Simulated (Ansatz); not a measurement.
## MgS: what symmetry allows forces and stress to be

```xyz
4
Lattice="4.1624 0.0000 0.0000 -2.0812 3.6047 0.0000 0.0000 0.0000 6.4430" Properties=species:S:1:pos:R:3 pbc="T T T"
Mg    2.0812    1.2016    3.1641
Mg    0.0000    2.4031    6.3856
S     0.0000    2.4031    2.4735
S     2.0812    1.2016    5.6950
```

These are results of Ansatz, DFT PBEsol, scalar-relativistic, plane waves, PAW, not measurements.

Settings: cutoff 420 eV, Γ-centred mesh 6×6×4 on the computed 4-atom cell, Gaussian smearing of 0.02 eV; no spin polarisation.

This distorted cell has space group P6_3mc, with 12 operations.

Question: Without a calculation: in which directions can each atom feel a force?

Answer: A force must be left unchanged by every operation that keeps its atom in place, so it lies in the space that those operations leave fixed. Atoms that the group maps onto each other feel forces of one size.
| atom | site symmetry | operations at the site | equivalent to atom | allowed force (Cartesian) |
| --- | --- | --- | --- | --- |
| Mg1 | 3m. | 6 | 1 | along (0.00, 0.00, 1.00) |
| Mg2 | 3m. | 6 | 1 | along (0.00, 0.00, 1.00) |
| S3 | 3m. | 6 | 3 | along (0.00, 0.00, 1.00) |
| S4 | 3m. | 6 | 3 | along (0.00, 0.00, 1.00) |

That leaves 2 independent force components of 12, tied by 1 condition that the forces sum to zero, so 1 remains. A relaxation in this cell that keeps the symmetry moves the atoms in these directions alone.

Question: And the stress tensor?

Answer: It must be invariant under the point group, which leaves 2 independent components: yz, xz, xy vanish; xx = yy.

Question: Do the computed values obey this?

Answer: Yes. Forces (eV/Å):
```
Mg1  0.000  0.000  0.122
Mg2  0.000  0.000  0.122
S3   0.000  0.000 -0.122
S4   0.000  0.000 -0.122
```

Stress (GPa, compression positive, xx yy zz yz xz xy): -3.79 -3.79 -3.27 0.00 0.00 0.00. The program imposes the same operations on density, forces and stress, so this confirms the analysis and is no independent test of the calculation.

This wurtzite form isn't the usual stable structure of the compound.